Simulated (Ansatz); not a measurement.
**Ga2O3 (C2/m), rigid cleavage**

All numbers below come from Ansatz, DFT r2SCAN, scalar-relativistic, plane waves, PAW. Cutoff 500 eV, Γ-centred 8×4×2 k-points, Gaussian smearing of 0.05 eV. No spin polarisation. Energies are free energies at this smearing, counted from the undisturbed cell; pressure is positive in compression.

The starting cell (relaxed at this level):

```
CELL_PARAMETERS angstrom
0.00000 3.03906 0.00000
-6.12784 1.51953 -0.00253
-2.77677 0.00000 11.27995
ATOMIC_POSITIONS crystal
Ga 0.09052 0.81896 0.89739
Ga 0.09052 0.81896 0.39739
Ga 0.90948 0.18104 0.60261
Ga 0.90948 0.18104 0.10261
Ga 0.65873 0.68254 0.65724
Ga 0.65873 0.68254 0.15724
Ga 0.34127 0.31746 0.84276
Ga 0.34127 0.31746 0.34276
O 0.16421 0.67157 0.55458
O 0.16421 0.67157 0.05458
O 0.83579 0.32843 0.94542
O 0.83579 0.32843 0.44542
O 0.17334 0.65332 0.78176
O 0.17334 0.65332 0.28176
O 0.82666 0.34668 0.71824
O 0.82666 0.34668 0.21824
O 0.49629 0.00743 0.62812
O 0.49629 0.00743 0.12812
O 0.50371 0.99257 0.87188
O 0.50371 0.99257 0.37188
```

The cut lies on the cell's a–b face, a (0 0 1) plane (indices in the standard cell, whose axes needn't be the Cartesian ones shown) of area 18.62 Å², between layers 1.23 Å apart. Vector c is lengthened by d along the normal with the atoms' Cartesian places fixed: one unrelaxed cut a cell.

| d (Å) | energy (J/m²) |
| --- | --- |
| -0.30 | 2.35 |
| -0.15 | 0.44 |
| 0.00 | 0.00 |
| 0.25 | 0.63 |
| 0.50 | 1.73 |
| 0.75 | 2.79 |
| 1.00 | 3.64 |
| 1.50 | 4.76 |
| 2.00 | 5.31 |
| 3.00 | 5.69 |
| 4.50 | 5.80 |
| 6.00 | 5.81 |

(1) Predict the gap on the mesh (eV) at each point.

## Answers

(1)
```
d (Å) gap on the mesh (eV)
-0.30                  3.06
-0.15                  3.09
 0.00                  3.03
 0.25                  2.61
 0.50                  2.12
 0.75                  1.64
 1.00                  1.24
 1.50                  0.64
 2.00                  0.32
 3.00                  0.20
 4.50                  0.23
 6.00                  0.24
```

Cost: 12 runs of about 14 core-minutes in all, on Intel Xeon 6975P-C (Granite Rapids) (shared hosts).